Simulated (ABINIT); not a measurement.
**Completion of the band sum in GW: NaF (Villiaumite)**

Can a closure trick stand in for empty bands in GW on NaF (Villiaumite)?

Main program and level: ABINIT 10.8.3; PBE and many-body steps on it, plane waves.

The database entry behind the starting cell differs from later determinations by our own check (0.1 to 0.3 % short, probably kX units), so it need not match the best structure at ambient conditions.

## 1. Starting point

Symmetry: Fm-3m, No. 225, cubic system. Conventional cell: a = 4.620 Å, b = 4.620 Å, c = 4.620 Å, α = 90.00°, β = 90.00°, γ = 90.00°. Na has 6 F at 2.31 Å nearest. Nearest to F lie 6 Na at 2.31 Å. Farther neighbours and most contacts between anions are not listed.

The cell and positions come from the Crystallography Open Database and are kept as given unless a step says otherwise.

## 2. Empty states on the mesh, 6×6×6 mesh, 224 bands

This step: ABINIT 10.8.3; DFT, PBE, plane waves, norm-conserving pseudopotentials.

The sums over transitions need many empty states on a uniform mesh; this step solves for them.

The input, run.abi:

```
acell 3*1.0 Angstrom
rprim 
  0.000000000000 2.310000000000 2.310000000000
  2.310000000000 0.000000000000 2.310000000000
  2.310000000000 2.310000000000 0.000000000000
ntypat 2
znucl 11 9
natom 2
typat 1 2
xred 
  0.000000000000 0.000000000000 0.000000000000
  0.500000000000 0.500000000000 0.500000000000
pp_dirpath "pseudos"
pseudos "Na.upf, F.upf"
ecut 38
ngkpt 6 6 6
nshiftk 1
shiftk 0 0 0
kptopt 1
chksymbreak 0
irdden 1
istwfk *1
nband 224
prtvol 0
optdriver 6
gwr_task "HDIAGO"
paral_kgb 0
occopt 1
indata_prefix "in"
outdata_prefix "out"
tmpdata_prefix "tmp"
```

Command:

```
$ OMP_NUM_THREADS=1 mpirun -n 4 abinit run.abi > log
```

Output:

```text
.Version 10.8.3 of ABINIT. v10.8.2 released Aug 2026.

 Symmetries : space group Fm -3 m (#225); Bravais cF (face-center cubic)
[... echo of the input left out ...]
== DATASET  1 ==================================================================
-   mpi_nproc: 4, omp_nthreads: 1 (-1 if OMP is not activated)

--- !DatasetInfo
iteration_state: {dtset: 1, }
dimensions: {natom: 2, nkpt: 16, mband: 224, nsppol: 1, nspinor: 1, nspden: 1, mpw: 1874, }
cutoff_energies: {ecut:  38.0, pawecutdg:  -1.0, }
[...]
Direct band gap semiconductor
 Fundamental gap:     6.390 (eV)
   VBM:    -1.330 (eV) at k: [ 0.0000E+00,  0.0000E+00,  0.0000E+00]
   CBM:     5.060 (eV) at k: [ 0.0000E+00,  0.0000E+00,  0.0000E+00]
 Direct gap:         6.390 (eV) at k: [ 0.0000E+00,  0.0000E+00,  0.0000E+00]

== END DATASET(S) ==============================================================
================================================================================

 -outvars: echo values of variables after computation  --------
           etotal      0.0000000000E+00
            nband         224
             nkpt          16
          spgroup         225
 [... the other variables as echoed above ...]

 Calculation completed.
```

Wall time 27 s (4 MPI ranks of AMD EPYC 7R43, shared host); peak memory 1.1 GiB; 1.8 min of CPU time.

Numbers from this step:

```yaml
gap: 6.390 eV
k_of_the_valence_top: 0, 0, 0
k_of_the_conduction_bottom: 0, 0, 0
least_direct_gap: 6.390 eV
k_points_computed: 16
lowest_point_of_the_top_converged_band_above_the_valence_top: 232.0358 eV
```

On this mesh the gap is 6.390 eV.

The density comes from a self-consistent run that is not shown.

## 3. Screening, 6×6×6 mesh, 216 bands, screening to 304.8 eV

The RPA dielectric matrix is built and inverted for each q.

This step: RPA screening on PBE, plane waves, norm-conserving pseudopotentials.

Edit run.abi of step 2 so:

```diff
@@ -20,10 +20,11 @@
 chksymbreak 0
-irdden 1
 istwfk *1
-nband 224
-prtvol 0
-optdriver 6
-gwr_task "HDIAGO"
-paral_kgb 0
 occopt 1
+irdwfk 1
+optdriver 3
+nband 216
+ecuteps 11.2
+inclvkb 2
+awtr 1
+symchi 1
 indata_prefix "in"
```

Output:

```text
.Version 10.8.3 of ABINIT. v10.8.2 released Aug 2026.

 Symmetries : space group Fm -3 m (#225); Bravais cF (face-center cubic)
[... echo of the input left out ...]
== DATASET  1 ==================================================================
-   mpi_nproc: 4, omp_nthreads: 1 (-1 if OMP is not activated)

--- !DatasetInfo
iteration_state: {dtset: 1, }
dimensions: {natom: 2, nkpt: 16, mband: 216, nsppol: 1, nspinor: 1, nspden: 1, mpw: 1874, }
cutoff_energies: {ecut:  38.0, pawecutdg:  -1.0, }
electrons: {nelect:   1.60000000E+01, charge:   0.00000000E+00, occopt:   1.00000000E+00, tsmear:   1.00000000E-02, }

 SCREENING: Calculation of the susceptibility and dielectric matrices

 Based on a program developped by R.W. Godby, V. Olevano, G. Onida, and L. Reining.
 Incorporated in ABINIT by V. Olevano, G.-M. Rignanese, and M. Torrent.
.Using double precision arithmetic ; gwpc =  8

[... cell and pseudopotentials left out ...]
--------------------------------------------------------------------------------

 ==== K-mesh for the wavefunctions ====
 Number of points in the irreducible wedge :    16
[... list of points left out ...]
 Together with 48 symmetry operations and time-reversal symmetry
 yields   216 points in the full Brillouin Zone.

 ==== Q-mesh for the screening function ====
 Number of points in the irreducible wedge :    16
[... list of points left out ...]
 Together with 48 symmetry operations and time-reversal symmetry
 yields   216 points in the full Brillouin Zone.

 setmesh: FFT mesh size selected  =    27x   27x   27
          total number of points  =        19683

 vcoul_init : cutoff-mode = AUXILIARY_FUNCTION
 q-points for optical limit:   1
     1)      0.000010    0.000020    0.000030

- screening: taking advantage of time-reversal symmetry
- Maximum band index for partially occupied states nbvw = 8
- Remaining bands to be divided among processors   nbcw = 208
- Number of bands treated by each node ~52

 Number of electrons calculated from density =   16.0000; Expected =   16.0000
 average of density, n =  0.096174
 r_s =    1.3540
 omega_plasma =   29.9147 [eV]

 calculating chi0 at frequencies [eV] :
  1    0.000000E+00    0.000000E+00
  2    0.000000E+00    2.991468E+01

--------------------------------------------------------------------------------
  q-point number  1        q = ( 0.000000, 0.000000, 0.000000) [r.l.u.]
--------------------------------------------------------------------------------
[... chi0 elements left out ...]
 For q-point:  0.000010 0.000020 0.000030
  dielectric constant =   1.7987
  dielectric constant without local fields =   1.9013

  Average fulfillment of the sum rule on Im[epsilon] for q-point    1 :     86.15  [%]
[... wings left out ...]
  q-point number  2        q = ( 0.166667, 0.000000, 0.000000) [r.l.u.]
--------------------------------------------------------------------------------
[... chi0 elements left out ...]
  Average fulfillment of the sum rule on Im[epsilon] for q-point    2 :     96.33  [%]

 [... 14 further q-points ...]
```

Run time: 5.1 min. Hardware: 4 MPI ranks; peak memory 1.8 GiB; 21 min of CPU time.

This step gave:

```
ε∞ with local fields, on this mesh, along the program's q direction : 1.799
the same without local fields                                       : 1.901
plasma frequency                                                    : 29.91 eV
plane waves in the screening matrix                                 : 307
```

Local fields lower ε∞ by 5 %.

## 4. 216 bands

The self-energy is evaluated for the states that the input lists, and the levels follow from it, in one-shot runs by the linearised quasiparticle equation.

This step: G0W0 on PBE, plane waves, norm-conserving pseudopotentials.

Edit run.abi of step 3 so:

```diff
@@ -23,8 +23,15 @@
 irdwfk 1
-optdriver 3
+optdriver 4
 nband 216
+gwcalctyp 0
+ecutsigx 38
+symsigma 1
+nkptgw 1
+kptgw 
+  0.0000000000 0.0000000000 0.0000000000
+bdgw 
+  6 12
 ecuteps 11.2
-inclvkb 2
-awtr 1
-symchi 1
+irdscr 1
+ppmodel 1
 indata_prefix "in"
```

Output:

```text
.Version 10.8.3 of ABINIT. v10.8.2 released Aug 2026.

 Symmetries : space group Fm -3 m (#225); Bravais cF (face-center cubic)
[... echo of the input left out ...]
== DATASET  1 ==================================================================
-   mpi_nproc: 4, omp_nthreads: 1 (-1 if OMP is not activated)

--- !DatasetInfo
iteration_state: {dtset: 1, }
dimensions: {natom: 2, nkpt: 16, mband: 216, nsppol: 1, nspinor: 1, nspden: 1, mpw: 1874, }
cutoff_energies: {ecut:  38.0, pawecutdg:  -1.0, }
electrons: {nelect:   1.60000000E+01, charge:   0.00000000E+00, occopt:   1.00000000E+00, tsmear:   1.00000000E-02, }

 SIGMA: Calculation of the GW corrections

 Based on a program developped by R.W. Godby, V. Olevano, G. Onida, and L. Reining.
 Incorporated in ABINIT by V. Olevano, G.-M. Rignanese, and M. Torrent.
.Using double precision arithmetic ; gwpc =  8

[... cell and pseudopotentials left out ...]
--------------------------------------------------------------------------------

 ==== K-mesh for the wavefunctions ====
 Number of points in the irreducible wedge :    16
[... list of points left out ...]
 Together with 48 symmetry operations and time-reversal symmetry
 yields   216 points in the full Brillouin Zone.

 ==== Q-mesh for screening function ====
 Number of points in the irreducible wedge :    16
[... list of points left out ...]
 Together with 48 symmetry operations and time-reversal symmetry
 yields   216 points in the full Brillouin Zone.

 vcoul_init : cutoff-mode = AUXILIARY_FUNCTION
 q-points for optical limit:   1
     1)      0.000010    0.000020    0.000030
 setmesh: FFT mesh size selected  =    36x   36x   36
          total number of points  =        46656

 Number of electrons calculated from density =   16.0000; Expected =   16.0000
 average of density, n =  0.096174
 r_s =    1.3540
 omega_plasma =   29.9147 [eV]

 === KS Band Gaps ===
  >>>> For spin  1
   Minimum direct gap =   6.3895 [eV], located at k-point      :   0.0000  0.0000  0.0000
   Fundamental gap    =   6.3895 [eV], Top of valence bands at :   0.0000  0.0000  0.0000
                                       Bottom of conduction at :   0.0000  0.0000  0.0000
 SIGMA fundamental parameters:
 PLASMON POLE MODEL  1
 number of plane-waves for SigmaX                 1837
 number of plane-waves for SigmaC and W            307
 number of plane-waves for wavefunctions          1837
 number of bands                                   216
 number of independent spin polarizations            1
 number of spinorial components                      1
 number of k-points in IBZ                          16
 number of q-points in IBZ                          16
 number of symmetry operations                      48
 number of k-points in BZ                          216
 number of q-points in BZ                          216
 number of frequencies for dSigma/dE                 9
 frequency step for dSigma/dE [eV]                0.25
 number of omega for Sigma on real axis              0
 max omega for Sigma on real axis  [eV]           0.00
 zcut for avoiding poles [eV]                     0.10

 EPSILON^-1 parameters (SCR file):
 dimension of the eps^-1 matrix on file            307
 dimension of the eps^-1 matrix used               307
 number of plane-waves for wavefunctions          1837
 number of bands                                   216
 number of q-points in IBZ                          16
 number of frequencies                               2
 number of real frequencies                          1
 number of imag frequencies                          1

 matrix elements of self-energy operator (all in [eV])

 Perturbative Calculation

--- !SelfEnergy_ee
iteration_state: {dtset: 1, }
kpoint     : [   0.000,    0.000,    0.000, ]
spin       : 1
KS_gap     :    6.390
QP_gap     :   10.660
Delta_QP_KS:    4.270
data: !SigmaeeData |
     Band     E0 <VxcDFT>   SigX SigC(E0)      Z dSigC/dE  Sig(E)    E-E0       E
        6  -1.330 -22.508 -30.235   4.179   0.822  -0.216 -25.426  -2.918  -4.248
        7  -1.330 -22.508 -30.235   4.179   0.822  -0.216 -25.426  -2.918  -4.248
        8  -1.330 -22.508 -30.235   4.179   0.822  -0.216 -25.426  -2.918  -4.248
        9   5.060  -9.465  -5.324  -2.645   0.904  -0.106  -8.113   1.352   6.412
       10  17.827  -7.169  -2.170  -3.232   0.905  -0.104  -5.569   1.600  19.427
       11  17.827  -7.169  -2.170  -3.232   0.905  -0.104  -5.569   1.600  19.427
       12  17.827  -7.169  -2.170  -3.232   0.905  -0.104  -5.569   1.600  19.427

== END DATASET(S) ==============================================================
================================================================================

 -outvars: echo values of variables after computation  --------
           etotal      0.0000000000E+00
            nband         216
             nkpt          16
          spgroup         225
 [... the other variables as echoed above ...]

 Calculation completed.
```

The job ended after 44 s (4 MPI ranks; peak memory 1.9 GiB; 2.9 min of CPU time).

Numbers from this step:

* G0W0 gap on the points computed: 10.66 eV
* starting gap on the mesh: 6.390 eV
* k of the valence top: 0, 0, 0
* k of the conduction bottom: 0, 0, 0
* Z at the valence top: 0.822
* Z at the conduction bottom: 0.904
* least direct G0W0 gap on the computed points: 10.66 eV

The gap on the mesh goes from 6.39 eV to 10.66 eV, a correction of +4.27 eV.

## 5. Screening, 6×6×6 mesh, 26 bands, screening to 304.8 eV

This step: RPA screening on PBE, plane waves, norm-conserving pseudopotentials.

Edit run.abi of step 4 so:

```diff
@@ -23,15 +23,8 @@
 irdwfk 1
-optdriver 4
-nband 216
-gwcalctyp 0
-ecutsigx 38
-symsigma 1
-nkptgw 1
-kptgw 
-  0.0000000000 0.0000000000 0.0000000000
-bdgw 
-  6 12
+optdriver 3
+nband 26
 ecuteps 11.2
-irdscr 1
-ppmodel 1
+inclvkb 2
+awtr 1
+symchi 1
 indata_prefix "in"
```

Output:

```text
.Version 10.8.3 of ABINIT. v10.8.2 released Aug 2026.

 Symmetries : space group Fm -3 m (#225); Bravais cF (face-center cubic)
[... echo of the input left out ...]
== DATASET  1 ==================================================================
-   mpi_nproc: 4, omp_nthreads: 1 (-1 if OMP is not activated)

--- !DatasetInfo
iteration_state: {dtset: 1, }
dimensions: {natom: 2, nkpt: 16, mband: 26, nsppol: 1, nspinor: 1, nspden: 1, mpw: 1874, }
cutoff_energies: {ecut:  38.0, pawecutdg:  -1.0, }
electrons: {nelect:   1.60000000E+01, charge:   0.00000000E+00, occopt:   1.00000000E+00, tsmear:   1.00000000E-02, }

 SCREENING: Calculation of the susceptibility and dielectric matrices

 Based on a program developped by R.W. Godby, V. Olevano, G. Onida, and L. Reining.
 Incorporated in ABINIT by V. Olevano, G.-M. Rignanese, and M. Torrent.
.Using double precision arithmetic ; gwpc =  8

[... cell and pseudopotentials left out ...]
--------------------------------------------------------------------------------

 ==== K-mesh for the wavefunctions ====
 Number of points in the irreducible wedge :    16
[... list of points left out ...]
 Together with 48 symmetry operations and time-reversal symmetry
 yields   216 points in the full Brillouin Zone.

 ==== Q-mesh for the screening function ====
 Number of points in the irreducible wedge :    16
[... list of points left out ...]
 Together with 48 symmetry operations and time-reversal symmetry
 yields   216 points in the full Brillouin Zone.

 setmesh: FFT mesh size selected  =    27x   27x   27
          total number of points  =        19683

 vcoul_init : cutoff-mode = AUXILIARY_FUNCTION
 q-points for optical limit:   1
     1)      0.000010    0.000020    0.000030

- screening: taking advantage of time-reversal symmetry
- Maximum band index for partially occupied states nbvw = 8
- Remaining bands to be divided among processors   nbcw = 18
- Number of bands treated by each node ~4

 Number of electrons calculated from density =   16.0000; Expected =   16.0000
 average of density, n =  0.096174
 r_s =    1.3540
 omega_plasma =   29.9147 [eV]

 calculating chi0 at frequencies [eV] :
  1    0.000000E+00    0.000000E+00
  2    0.000000E+00    2.991468E+01

--------------------------------------------------------------------------------
  q-point number  1        q = ( 0.000000, 0.000000, 0.000000) [r.l.u.]
--------------------------------------------------------------------------------
[... chi0 elements left out ...]
 For q-point:  0.000010 0.000020 0.000030
  dielectric constant =   1.7652
  dielectric constant without local fields =   1.8448

  Average fulfillment of the sum rule on Im[epsilon] for q-point    1 :     20.28  [%]
[... wings left out ...]
  q-point number  2        q = ( 0.166667, 0.000000, 0.000000) [r.l.u.]
--------------------------------------------------------------------------------
[... chi0 elements left out ...]
  Average fulfillment of the sum rule on Im[epsilon] for q-point    2 :     40.65  [%]

 [... 14 further q-points ...]
```

The job ended after 34 s (4 MPI ranks; peak memory 0.67 GiB).

Numbers from this step:

```
ε∞ with local fields, on this mesh, along the program's q direction : 1.765
the same without local fields                                       : 1.845
plasma frequency                                                    : 29.91 eV
plane waves in the screening matrix                                 : 307
```

## 6. 26 bands

This step: G0W0 on PBE, plane waves, norm-conserving pseudopotentials.

Edit run.abi of step 5 so:

```diff
@@ -23,8 +23,15 @@
 irdwfk 1
-optdriver 3
+optdriver 4
 nband 26
+gwcalctyp 0
+ecutsigx 38
+symsigma 1
+nkptgw 1
+kptgw 
+  0.0000000000 0.0000000000 0.0000000000
+bdgw 
+  6 12
 ecuteps 11.2
-inclvkb 2
-awtr 1
-symchi 1
+irdscr 1
+ppmodel 1
 indata_prefix "in"
```

Output:

```text
.Version 10.8.3 of ABINIT. v10.8.2 released Aug 2026.

 Symmetries : space group Fm -3 m (#225); Bravais cF (face-center cubic)
[... echo of the input left out ...]
== DATASET  1 ==================================================================
-   mpi_nproc: 4, omp_nthreads: 1 (-1 if OMP is not activated)

--- !DatasetInfo
iteration_state: {dtset: 1, }
dimensions: {natom: 2, nkpt: 16, mband: 26, nsppol: 1, nspinor: 1, nspden: 1, mpw: 1874, }
cutoff_energies: {ecut:  38.0, pawecutdg:  -1.0, }
electrons: {nelect:   1.60000000E+01, charge:   0.00000000E+00, occopt:   1.00000000E+00, tsmear:   1.00000000E-02, }

 SIGMA: Calculation of the GW corrections

 Based on a program developped by R.W. Godby, V. Olevano, G. Onida, and L. Reining.
 Incorporated in ABINIT by V. Olevano, G.-M. Rignanese, and M. Torrent.
.Using double precision arithmetic ; gwpc =  8

[... cell and pseudopotentials left out ...]
--------------------------------------------------------------------------------

 ==== K-mesh for the wavefunctions ====
 Number of points in the irreducible wedge :    16
[... list of points left out ...]
 Together with 48 symmetry operations and time-reversal symmetry
 yields   216 points in the full Brillouin Zone.

 ==== Q-mesh for screening function ====
 Number of points in the irreducible wedge :    16
[... list of points left out ...]
 Together with 48 symmetry operations and time-reversal symmetry
 yields   216 points in the full Brillouin Zone.

 vcoul_init : cutoff-mode = AUXILIARY_FUNCTION
 q-points for optical limit:   1
     1)      0.000010    0.000020    0.000030
 setmesh: FFT mesh size selected  =    36x   36x   36
          total number of points  =        46656

 Number of electrons calculated from density =   16.0000; Expected =   16.0000
[...]
number of q-points in BZ                          216
 number of frequencies for dSigma/dE                 9
 frequency step for dSigma/dE [eV]                0.25
 number of omega for Sigma on real axis              0
 max omega for Sigma on real axis  [eV]           0.00
 zcut for avoiding poles [eV]                     0.10

 EPSILON^-1 parameters (SCR file):
 dimension of the eps^-1 matrix on file            307
 dimension of the eps^-1 matrix used               307
 number of plane-waves for wavefunctions          1837
 number of bands                                    26
 number of q-points in IBZ                          16
 number of frequencies                               2
 number of real frequencies                          1
 number of imag frequencies                          1

 matrix elements of self-energy operator (all in [eV])

 Perturbative Calculation

--- !SelfEnergy_ee
iteration_state: {dtset: 1, }
kpoint     : [   0.000,    0.000,    0.000, ]
spin       : 1
KS_gap     :    6.390
QP_gap     :   10.474
Delta_QP_KS:    4.084
data: !SigmaeeData |
     Band     E0 <VxcDFT>   SigX SigC(E0)      Z dSigC/dE  Sig(E)    E-E0       E
        6  -1.330 -22.508 -30.235   4.930   0.819  -0.221 -24.800  -2.292  -3.622
        7  -1.330 -22.508 -30.235   4.930   0.819  -0.221 -24.800  -2.292  -3.622
        8  -1.330 -22.508 -30.235   4.930   0.819  -0.221 -24.800  -2.292  -3.622
        9   5.060  -9.465  -5.324  -2.161   0.905  -0.105  -7.673   1.792   6.852
       10  17.827  -7.169  -2.170  -2.657   0.900  -0.111  -5.061   2.108  19.934
       11  17.827  -7.169  -2.170  -2.657   0.900  -0.111  -5.061   2.108  19.934
       12  17.827  -7.169  -2.170  -2.657   0.900  -0.111  -5.061   2.108  19.934

== END DATASET(S) ==============================================================
================================================================================

 -outvars: echo values of variables after computation  --------
           etotal      0.0000000000E+00
            nband          26
             nkpt          16
          spgroup         225
 [... the other variables as echoed above ...]

 Calculation completed.
```

Elapsed: 11 s, on 4 MPI ranks; peak memory 0.87 GiB.

Numbers from this step:

| Property | Result |
| --- | --- |
| G0W0 gap on the points computed | 10.47 eV |
| starting gap on the mesh | 6.390 eV |
| k of the valence top | 0, 0, 0 |
| k of the conduction bottom | 0, 0, 0 |
| Z at the valence top | 0.819 |
| Z at the conduction bottom | 0.905 |
| least direct G0W0 gap on the computed points | 10.47 eV |

Against G0W0 in ABINIT (6×6×6 mesh, 216 bands, screening to 304.8 eV, Godby-Needs plasmon pole), the gap moves by −0.186 eV.

(Part 1 of 2 ends here.)

[Paths, hosts, dates, memory and timing lines, banners, echoed tables and standing remarks are left out of the program output.]

[Logs are printed without paths, hosts, clocks, repeated set-up lines and the standing remarks that a program may print on its own settings, such as how far it seeks lower states.]

[Runs of the session that timed out or met a known fault of the program may be left out.]

[Hosts, paths, dates, database ids (printed as entryN), source tags and the programs' standing remarks are cut or masked in the printed files.]

[G0W0 gaps are taken among the corrected bands and points alone; a level outside them can change the order at an edge.]

[Where Ansatz stands beside ABINIT at settings called matched, ABINIT's density can come from a denser mesh and the files from another edition; pairs whose starting gaps differed by over 0.03 eV were left out, so agreement reads better than it is.]
